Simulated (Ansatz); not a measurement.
# NbP (I4_1md) in Ansatz: notebook, part 2 of 2

Ansatz 0.2.0.

### 4 Relaxation of cell and atoms, PBEsol+U

The input, input.yaml:

```yaml
crystal:
  lattice:
    - [-1.6749232544, 1.6749232544, 5.7401081759]
    - [1.6749232544, -1.6749232544, 5.7401081759]
    - [1.6749232544, 1.6749232544, -5.7401081759]
  atoms:
    - { symbol: Nb, position: [0.2498808, 0.7498808, 0.5] }
    - { symbol: Nb, position: [0.4998808, 0.4998808, 0.0] }
    - { symbol: P, position: [0.83274777, 0.33274777, 0.5] }
    - { symbol: P, position: [0.08274777, 0.08274777, 0.0] }
hamiltonian:
  xc: pbesol
  pseudopotentials: { kind: paw }
  hubbard: { sites: [{ species: Nb, l: d, u_eff: 5.0 }] }
kpoints:
  mp_grid: { grid: [11, 11, 11] }
scf:
  occupations: { method: fermi_dirac, width: 0.05 }
output:
  forces: true
  stress: true
  eigenvalues: true
relax:
  f_tol: 0.01
  max_steps: 40
  cell: { stress_tol: 0.05 }
```

Potentials or basis: Ansatz PAW.

Run with:

```bash
$ ansatz run input.yaml --threads 2 --pin off --max-ram 5632MiB --backend cpu --events-out ev --progress --plain --runs-dir out
```

The program printed:

```text
Warning: RAYON_NUM_THREADS=2 ignored (pool sized by the plan → 2); use --threads N
basis.fft_grid_basis auto: the FFT boxes are laid along the combinations [[1, 0, 1], [0, 1, 1], [0, 0, 1]] of the cell's own vectors, 3.350, 3.350 and 6.210 Å long. The dense box has 24×24×45 points. Along the cell's own vectors, as sized, it would have 45×45×45, 3.52 times as many. Of the 8 symmetry operations that the crystal satisfies within crystal.symmetry.tolerance (time reversal apart; of a slab, those that keep its plane) the dense box along the cell's own vectors carries 8, and the one as laid loses 6 of those. basis.fft_grid_basis: typed keeps the cell's own vectors: state it where this run's energies or levels are differenced outside the engine with another run's, or held beside a run that keeps those vectors.
Nb: projections on atomic orbitals take those of the free atom [Ar 3d10] 4s2 4p6 4d4 5s1, of charge +0.00 (hamiltonian.pseudopotentials.projection_atoms); the dataset's partial waves leave at most 4.9e-6 of an orbital's norm unspanned inside its sphere
P: projections on atomic orbitals take those of the free atom [Ne] 3s2 3p3, of charge +0.00 (hamiltonian.pseudopotentials.projection_atoms); the dataset's partial waves leave at most 1.0e-7 of an orbital's norm unspanned inside its sphere
Engine: ansatz 0.2.0, aarch64-unknown-linux-gnu
Pseudopotentials: kind: paw
Pseudopotential: Nb, paw, valence charge 13, recommended cutoff 420 eV (normal), Nb.paw.azcp
Pseudopotential: P, paw, valence charge 5, recommended cutoff 420 eV (normal), P.paw.azcp
Functional definition: PBEsol
  exchange = pbesol_x
  correlation = pbesol_c
Crystal: 4 atoms, lattice volume = 64.412 Å³
Basis set: ecut = 420 eV, 1231 PW (Γ), FFT grids on a1+a3, a2+a3, a3, exchange–correlation on 48×48×90 points (8 copies of the dense FFT grid, shifted against one another)
Bands: 22, of which v1, the nominal top of the filled ones, is band 18 counted from 1 (17 counted from 0)
Symmetry: 8 space group operations
Space group: I41md (ITA 109), of the structure as read, at distance tolerance 4.0e-5 Å
k-points: 126 of 1331 (time reversal used)
Non-local potential: Nb, projectors of the file, l = 0: 3, l = 1: 2, l = 2: 2, l = 3: 1
Non-local potential: P, projectors of the file, l = 0: 2, l = 1: 2, l = 2: 2
PAW form: soft (Blöchl's): semilocal exchange-correlation on the pseudo side does not see the compensation charge
PAW frozen core: Nb, regenerated for the run's functional, and the local potential with it (the file was generated under x = pbe(κ = 0.804, μ = 0.2195149727645171), c = pbe(β = 0.06672455060314922))
PAW frozen core: P, regenerated for the run's functional, and the local potential with it (the file was generated under x = pbe(κ = 0.804, μ = 0.2195149727645171), c = pbe(β = 0.06672455060314922))
PAW one-centre angular grid: Nb, 590 points (default); XC on 64 Gauss nodes
PAW one-centre angular grid: P, 110 points (default); XC on 64 Gauss nodes
Initial density: superposition of atomic densities (chi_scale 0.1, normalization cell, long waves of neutral atoms under a Hubbard term (reshape's long-wave potential 0.00 eV rms, cloud 2.71 Å wide))
Initial wavefunctions: pseudopotential atomic-orbital guess
Functional: x = pbesol(κ = 0.804, μ = 0.12345679012345678), c = pbesol(β = 0.046)
SCF iter   1: F=—  HF=-10464.876622 eV  |F-HF|=—  |Δ(HF+E_count)|=         —  Δρ=7.91e-2  dr2=6.39e0  ethr=3.10e-3  ⟨swp⟩=6.0  Hψ=14559  notcnv=0
[... 75 lines left out ...]
  E_paw        = -7143.091328  (= ΣΔE_a)
  E_vpaw       = -231.579683  (= ΣTr[D̂ρ^β])
  E_aug_tail   = 0.000020  (compensation charges beyond the density's cutoff)
  E_ewald      = -2951.598517
  E_core_change = 0.469610  (= ΣΔE_core)
  E_smearing   = -0.004379  (= −TS)
  E_closure    = 0.000000  (closes the sum)
  Σ components = -10463.112021   (vs F -10463.112021, Δ=0.00e0)
--- Forces (eV/Å), atoms counted from 1 ---
  atom   1  Nb     0.00000000    -0.00000000    -0.00171899
  atom   2  Nb    -0.00000000     0.00000000    -0.00171899
  atom   3  P      0.00000000     0.00000000     0.00171798
  atom   4  P     -0.00000000     0.00000000     0.00171798
  max |Σ_I F_I| component: 2.02e-6 eV/Å
--- Stress (GPa, compression-positive) ---
       -0.003448       0.000000      -0.000000
        0.000000      -0.003448       0.000000
       -0.000000      -0.000000      -0.004013
  P = ⅓ Tr σ = -0.0036 GPa (-0.036 kbar)
--- Band table (eV; the first three rows and the last of 126) ---
  k-point 0: bands = ["-39.8141", "-39.7734", "-16.1030", "-15.9230", "-15.9230", "-15.7724", "-15.7724", "-15.6891", "2.3924", "4.8938", "8.9212", "12.1650", "13.1251", "13.1251", "13.1402", "13.4210", "13.9508", "13.9508", "16.2809", "17.0645", "17.7933", "18.5610"]
  k-point 1: bands = ["-39.8102", "-39.7712", "-16.0905", "-15.9469", "-15.9406", "-15.7954", "-15.7903", "-15.6883", "2.6236", "4.9870", "9.0551", "11.8673", "12.8698", "12.9085", "12.9755", "13.3264", "14.0341", "14.1317", "15.9552", "16.5261", "17.8853", "18.0456"]
  k-point 2: bands = ["-39.7993", "-39.7656", "-16.0676", "-16.0082", "-15.9773", "-15.8514", "-15.8358", "-15.6922", "3.2527", "5.1761", "9.5053", "11.0981", "11.8196", "12.3576", "12.4795", "13.5976", "14.4223", "14.4476", "15.6352", "15.8524", "17.5132", "18.2793"]
  k-point 125: bands = ["-39.7923", "-39.7916", "-15.9652", "-15.9295", "-15.8999", "-15.8876", "-15.7815", "-15.7614", "3.4915", "3.5117", "11.0023", "11.1401", "12.1230", "12.4435", "12.6839", "13.0646", "14.3417", "14.8579", "16.3181", "17.1162", "17.4667", "17.8259"]
Occupation matrices written to <dir>
--- Relaxed structure (4 steps of the walk, 4 accepted, 1 SCFs on fresh bases) ---
  F+E_penalty+E_count = -10463.11202107 eV   max|allowed force component| = 1.718e-3 eV/Å   (the final SCF, on the basis selected at the relaxed cell)
  cell:  # Å, volume = 62.9996 Å³
    - [-1.6626525900201163, 1.6626525900201163, 5.697372066347818]
    - [1.6626525900201163, -1.6626525900201163, 5.697372066347818]
    - [1.6626525900201163, 1.6626525900201163, -5.697372066347818]
  atoms:
    - { symbol: Nb, position: [0.2498893656483258, 0.7498893656483259, 0.5] }
    - { symbol: Nb, position: [0.4998893656483258, 0.4998893656483258, -2.0015212240275816e-33] }
    - { symbol: P, position: [0.8327392043516743, 0.3327392043516743, 0.5] }
    - { symbol: P, position: [0.08273920435167421, 0.08273920435167421, 1.1111530536238623e-33] }
```

Wall time 61 s (2 threads of Arm Neoverse V2, shared host); peak memory 0.61 GiB.

Results:

* Free energy: -10463.1120 eV
* Relaxed volume: 15.75 Å³/atom
* Relaxed cell: a = 6.164 Å, b = 6.164 Å, c = 6.164 Å, α = 148.70°, β = 148.70°, γ = 44.85°
* Space group after relaxing (to 0.05 Å): I4_1md (No. 109)
* Energy gained by relaxing: 4.6 meV/atom
* Ionic steps: 5
* Pressure after relaxing: 0.0 GPa
* Band gap on the k mesh: none (metal or under the smearing width)

Step by step:
| step | energy change (eV) | largest force (eV/Å) | volume (Å³) |
| --- | --- | --- | --- |
| 1 | 0.0000 | 0.0120 | 64.41 |
| 2 | -0.0115 | 0.0122 | 62.14 |
| 3 | -0.0186 | 0.0013 | 63.03 |
| 4 | -0.0186 | 0.0018 | 63.00 |
| 5 | -0.0184 | 0.0017 | 63.00 |

Final structure:
```xyz
4
Lattice="-1.6627 1.6627 5.6974 1.6627 -1.6627 5.6974 1.6627 1.6627 -5.6974" Properties=species:S:1:pos:R:3 pbc="T T T"
Nb    1.6627    0.0000    2.8474
Nb    0.0000    0.0000    5.6961
P     0.0000    1.6627    3.7915
P     0.0000    0.0000    0.9428
```

Eigenvalues of the final occupation matrices:
| site | spin | trace | eigenvalues |
| --- | --- | --- | --- |
| site 1 | 1 | 2.18 | 0.40 0.42 0.43 0.43 0.50 |
| site 2 | 1 | 2.18 | 0.40 0.42 0.43 0.43 0.50 |

Caveat: the plane-wave basis is chosen anew once the cell has moved, so the energies of steps on either side of that aren't comparable; U without spin polarisation on a metal has little footing; the PAW data sets come from PBE, with cores solved anew for the run's functional, which leaves a small shift of forces and pressure; the U is typed as a test and isn't derived for this compound.

### 5 The runs side by side

```tsv
U	gap on the mesh (eV)	pressure (GPa)	relaxed volume (Å³/atom)
Nb d U = 3 eV	0.01	0.0	15.66
Nb d U = 4 eV	none	0.0	15.70
Nb d U = 5 eV	none	0.0	15.75
```

Alike in all rows: task relaxation of cell and atoms; level PBEsol+U; potentials or basis Ansatz PAW; no spin polarisation; cell relaxed; k mesh 11 × 11 × 11; cutoff (eV) 420; smearing fermi-dirac 0.05 eV.

Caveats: the plane-wave basis is chosen anew once the cell has moved, so the energies of steps on either side of that aren't comparable; the PAW data sets come from PBE, with cores solved anew for the run's functional, which leaves a small shift of forces and pressure; the U is typed as a test and isn't derived for this compound; U without spin polarisation on a metal has little footing (some runs); odd divisions of the mesh miss points on the zone boundary, where band edges often lie, so the gap on the mesh can be too wide (some runs).

Total energies depend on the potentials used, so only differences within one code and one set of settings carry meaning.
